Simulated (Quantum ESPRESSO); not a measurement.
# Pb in Quantum ESPRESSO: a series of runs, part 2 of 2

Quantum ESPRESSO 7.5. Earlier steps stand in the parts before.

### 4 Work function, PBE

File pw.in:

```
&CONTROL
  calculation = 'scf'
  prefix = 'pwscf'
  outdir = './tmp'
  pseudo_dir = './pseudo'
  tprnfor = .true.
  disk_io = 'low'
/
&SYSTEM
  ibrav = 0
  celldm(1) = 8
  nat = 5
  ntyp = 1
  ecutwfc = 56
  nbnd = 46
  occupations = 'smearing'
  smearing = 'fd'
  degauss = 0.00367493
/
&ELECTRONS
  conv_thr = 5d-09
  electron_maxstep = 150
  mixing_beta = 0.3
  mixing_mode = 'local-TF'
/
ATOMIC_SPECIES
Pb   207.2000 Pb.upf
CELL_PARAMETERS alat
  0.8220310273332  -0.0000000000000   0.0000000000000
 -0.4110155136762   0.7118997523751   0.0000000000000
  0.0000000000000   0.0000000000000   6.1841287428378
ATOMIC_POSITIONS crystal
Pb     0.6666666667    0.3333333334    0.2864782277
Pb     0.3333333333    0.6666666666    0.3932391138
Pb     0.6666666667    0.3333333334    0.5000000000
Pb     0.3333333333    0.6666666666    0.6067608862
Pb     0.6666666667    0.3333333334    0.7135217723
K_POINTS automatic
7 7 1 0 0 0
```

File pp_density.in:

```
&INPUTPP
  prefix = 'pwscf'
  outdir = './tmp'
  filplot = 'density.dat'
  plot_num = 0
/
&PLOT
  nfile = 1
  filepp(1) = 'density.dat'
  iflag = 3
  output_format = 6
  fileout = 'density.cube'
/
```

File pp_potential.in:

```
&INPUTPP
  prefix = 'pwscf'
  outdir = './tmp'
  filplot = 'potential.dat'
  plot_num = 11
/
&PLOT
  nfile = 1
  filepp(1) = 'potential.dat'
  iflag = 3
  output_format = 6
  fileout = 'potential.cube'
/
```

File pp_elf.in:

```
&INPUTPP
  prefix = 'pwscf'
  outdir = './tmp'
  filplot = 'elf.dat'
  plot_num = 8
/
&PLOT
  nfile = 1
  filepp(1) = 'elf.dat'
  iflag = 3
  output_format = 6
  fileout = 'elf.cube'
/
```

Potentials or basis: PseudoDojo 0.4.1 SR PBE standard.

Started as:

```sh
> OMP_NUM_THREADS=1 mpirun -n 2 pw.x -nk 2 -in pw.in > pw.out
> OMP_NUM_THREADS=1 mpirun -n 1 pp.x -in pp_density.in > pp_density.out
> OMP_NUM_THREADS=1 mpirun -n 1 pp.x -in pp_potential.in > pp_potential.out
> OMP_NUM_THREADS=1 mpirun -n 1 pp.x -in pp_elf.in > pp_elf.out
```

pw.out:

```text
This program is part of the open-source Quantum ESPRESSO suite
     for quantum simulation of materials; please cite
[... 6 lines left out ...]
     using ibrav=0 with symmetry is DISCOURAGED, use correct ibrav instead

     K-points division:     npool     =       2
     Subspace diagonalization in iterative solution of the eigenvalue problem:
     a serial algorithm will be used

     G-vector sticks info
     --------------------
     sticks:   dense  smooth     PW     G-vecs:    dense   smooth      PW
     Sum         673     673    199               105007   105007   16429

     Using Slab Decomposition

     bravais-lattice index     =            0
     lattice parameter (alat)  =       8.0000  a.u.
     unit-cell volume          =    1852.9152 (a.u.)^3
     number of atoms/cell      =            5
     number of atomic types    =            1
     number of electrons       =        70.00
     number of Kohn-Sham states=           46
     kinetic-energy cutoff     =      56.0000  Ry
     charge density cutoff     =     224.0000  Ry
     scf convergence threshold =      5.0E-09
     mixing beta               =       0.3000
     number of iterations used =            8  local-TF  mixing
     Exchange-correlation= PBE
                           (   1   4   3   4   0   0   0)

     celldm(1)=   8.000000  celldm(2)=   0.000000  celldm(3)=   0.000000
     celldm(4)=   0.000000  celldm(5)=   0.000000  celldm(6)=   0.000000

     crystal axes: (cart. coord. in units of alat)
               a(1) = (   0.822031  -0.000000   0.000000 )
               a(2) = (  -0.411016   0.711900   0.000000 )
               a(3) = (   0.000000   0.000000   6.184129 )

     reciprocal axes: (cart. coord. in units 2 pi/alat)
               b(1) = (  1.216499  0.702346 -0.000000 )
               b(2) = (  0.000000  1.404692 -0.000000 )
               b(3) = ( -0.000000 -0.000000  0.161704 )

     PseudoPot. # 1 for Pb read from file:
     Pb.upf
     Pseudo is Norm-conserving + core correction, Zval = 14.0
     Generated using ONCVPSP code by D. R. Hamann
     Using radial grid of 1678 points,  6 beta functions with:
                l(1) =   0
                l(2) =   0
                l(3) =   1
                l(4) =   1
                l(5) =   2
                l(6) =   2

     atomic species   valence    mass     pseudopotential
     Pb               14.00   207.20000     Pb( 1.00)

     12 Sym. Ops. (no inversion) found

   Cartesian axes

     site n.     atom                  positions (alat units)
         1        Pb     tau(   1) = (   0.4110155   0.2372999   1.7716182  )
         2        Pb     tau(   2) = (  -0.0000000   0.4745998   2.4318413  )
         3        Pb     tau(   3) = (   0.4110155   0.2372999   3.0920644  )
         4        Pb     tau(   4) = (  -0.0000000   0.4745998   3.7522874  )
         5        Pb     tau(   5) = (   0.4110155   0.2372999   4.4125105  )

     number of k points=     8  Fermi-Dirac smearing, width (Ry)=  0.0037
                       cart. coord. in units 2pi/alat
        k(    1) = (   0.0000000   0.0000000   0.0000000), wk =   0.0408163
        k(    2) = (   0.0000000   0.2006703   0.0000000), wk =   0.2448980
        k(    3) = (   0.0000000   0.4013406   0.0000000), wk =   0.2448980
        k(    4) = (   0.0000000   0.6020109   0.0000000), wk =   0.2448980
        k(    5) = (   0.1737856   0.3010055   0.0000000), wk =   0.2448980
        k(    6) = (   0.1737856   0.5016758   0.0000000), wk =   0.4897959
        k(    7) = (   0.1737856   0.7023461   0.0000000), wk =   0.2448980
        k(    8) = (   0.3475712   0.6020109   0.0000000), wk =   0.2448980

     Dense  grid:   105007 G-vectors     FFT dimensions: (  32,  32, 240)

     Initial potential from superposition of free atoms

     starting charge      69.9893, renormalised to      70.0000

     negative rho (up, down):  1.181E-05 0.000E+00
     Starting wfcs are   45 randomized atomic wfcs +    1 random wfcs

     Self-consistent Calculation

     iteration #  1     ecut=    56.00 Ry     beta= 0.30
     Davidson diagonalization with overlap
     ethr =  1.00E-02,  avg # of iterations =  5.1

     Threshold (ethr) on eigenvalues was too large:
     Diagonalizing with lowered threshold

     Davidson diagonalization with overlap
     ethr =  1.04E-04,  avg # of iterations =  7.4

     total energy              =    -703.79780186 Ry
     estimated scf accuracy    <       0.07684245 Ry

     iteration #  2     ecut=    56.00 Ry     beta= 0.30
     Davidson diagonalization with overlap
     ethr =  1.10E-04,  avg # of iterations =  1.2
[... 88 lines left out ...]
     total energy              =    -703.79023891 Ry
     estimated scf accuracy    <          7.8E-09 Ry

     iteration # 14     ecut=    56.00 Ry     beta= 0.30
     Davidson diagonalization with overlap
     ethr =  1.11E-11,  avg # of iterations =  2.1

     End of self-consistent calculation

          k = 0.0000 0.0000 0.0000 ( 13095 PWs)   bands (ev):

   -12.5193 -12.4780 -12.4780 -12.4575 -12.4563 -12.4335 -12.4335 -12.4309
   -12.4295 -12.4044 -12.4044 -12.3826 -12.3826 -12.3770 -12.3770 -12.3384
   -12.3384 -12.2746 -12.2746 -12.2451 -12.2451 -12.1827 -12.1827 -12.1700
   -12.1700  -7.1705  -6.6458  -5.8555  -4.8094  -3.8106   0.9456   2.5372
     4.5938   6.7135   8.0285   8.2492   9.7372   9.9452  10.3809  10.3809
    10.8047  10.8047  11.3322  11.3322  11.8400  11.8434

          k = 0.0000 0.2007 0.0000 ( 13099 PWs)   bands (ev):
[... 55 lines left out ...]
   -12.5361 -12.4951 -12.4891 -12.4533 -12.4255 -12.4186 -12.4098 -12.3729
   -12.3702 -12.3672 -12.3316 -12.3181 -12.3116 -12.3076 -12.2759 -12.2623
   -12.2381 -12.2338 -12.2309 -12.2199 -12.1895 -12.1842 -12.1686 -12.1457
   -12.1353  -3.3337  -2.9619  -2.5481  -2.2122  -2.1502   2.1186   2.1542
     2.2612   2.6114   2.9907   3.7100   3.9269   4.5367   4.8086   5.4390
     5.7576   6.9179   7.3524   8.7138   8.8498  10.3189

     the Fermi energy is     4.7341 ev

!    total energy              =    -703.79023887 Ry
     estimated scf accuracy    <          3.6E-09 Ry
     smearing contrib. (-TS)   =      -0.00267932 Ry
     internal energy E=F+TS    =    -703.78755955 Ry

     The total energy is F=E-TS. E is the sum of the following terms:
     one-electron contribution =   -3186.14821555 Ry
     hartree contribution      =    1626.90233756 Ry
     xc contribution           =    -199.91739660 Ry
     ewald contribution        =    1055.37571504 Ry

     convergence has been achieved in  14 iterations

     Forces acting on atoms (cartesian axes, Ry/au):

     atom    1 type  1   force =     0.00000000    0.00000000   -0.00499099
     atom    2 type  1   force =     0.00000000    0.00000000   -0.01206978
     atom    3 type  1   force =     0.00000000   -0.00000000    0.00000000
     atom    4 type  1   force =     0.00000000    0.00000000    0.01206978
     atom    5 type  1   force =    -0.00000000   -0.00000000    0.00499099

     Total force =     0.018471     Total SCF correction =     0.000140

=------------------------------------------------------------------------------=
   JOB DONE.
=------------------------------------------------------------------------------=
```

pp_potential.out:

```text
This program is part of the open-source Quantum ESPRESSO suite
     for quantum simulation of materials; please cite
         "P. Giannozzi et al., J. Phys.:Condens. Matter 21 395502 (2009);
         "P. Giannozzi et al., J. Phys.:Condens. Matter 29 465901 (2017);
         "P. Giannozzi et al., J. Chem. Phys. 152 154105 (2020);
     in publications or presentations arising from this work. More details at

     IMPORTANT: XC functional enforced from input :
     Exchange-correlation= PBE
                           (   1   4   3   4   0   0   0)
     Any further DFT definition will be discarded
     Please, verify this is what you really want

     G-vector sticks info
     --------------------
     sticks:   dense  smooth     PW     G-vecs:    dense   smooth      PW
     Sum         673     673    199               105007   105007   16429

     Using Slab Decomposition

     Calling punch_plot, plot_num =  11
     Writing data to file  potential.dat
     Reading data from file  potential.dat

     Writing data to be plotted to file potential.cube
     Plot Type: 3D                     Output format: Gaussian cube

=------------------------------------------------------------------------------=
   JOB DONE.
=------------------------------------------------------------------------------=
```

Wall time 55 s (2 MPI ranks of Arm Neoverse V2, shared host); peak memory 0.44 GiB.

Results:

```
Free energy                     : -9575.5540 eV
Largest force                   : 0.310 eV/Å
Band gap on the k mesh          : none (metal or under the smearing width)
Work function of the upper face : 3.62 eV
Work function of the lower face : 3.62 eV
```

Forces in eV/Å, atoms in the order of the input:
```
Pb   0.000  0.000 -0.128
Pb   0.000  0.000 -0.310
Pb   0.000  0.000  0.000
Pb   0.000  0.000  0.310
Pb   0.000  0.000  0.128
```

Caveat: the k mesh is coarse. Spin-orbit coupling is left out, which matters for the levels of Pb.
